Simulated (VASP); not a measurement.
ZrO2: equation of state with PBE

ZrO2:

```
Zr O
1.0
     0.00000    2.54507    2.54507
     2.54507    0.00000    2.54507
     2.54507    2.54507    0.00000
Zr O
1 2
Direct
  0.00000 0.00000 0.00000
  0.75000 0.75000 0.75000
  0.25000 0.25000 0.25000
```

Measurements of this composition are mostly on another form, of space group No. 14.

```json
{
  "Program": "VASP 6.6.1",
  "Task": "equation of state",
  "Functional": "PBE",
  "Potentials or basis": "VASP PAW PBE potentials, release 64 (Zr_sv, O)",
  "Cutoff": "520 eV",
  "k mesh": "9 × 9 × 9",
  "Occupations": "fermi-dirac, width 0.05 eV",
  "Spin": "no spin polarisation",
  "Further INCAR settings": "ALGO = Normal; EDIFF = 1e-07; NBANDS = 19"
}
```

```yaml
Equilibrium_volume: 11.18 Å³/atom
Bulk_modulus: 235 GPa
Pressure_derivative_of_the_bulk_modulus: 4.3
```

Energy against volume, from the lowest point:
| volume (Å³/atom) | energy (meV/atom) |
| --- | --- |
| 10.331 | 54.93 |
| 10.551 | 29.17 |
| 10.770 | 11.99 |
| 10.990 | 2.51 |
| 11.210 | 0.00 |
| 11.430 | 3.76 |
| 11.650 | 13.17 |

All runs of the series together: 4.8 min on 1 thread of Intel(R) Xeon(R) Platinum 8375C CPU @ 2.90GHz (Ice Lake) (shared host).
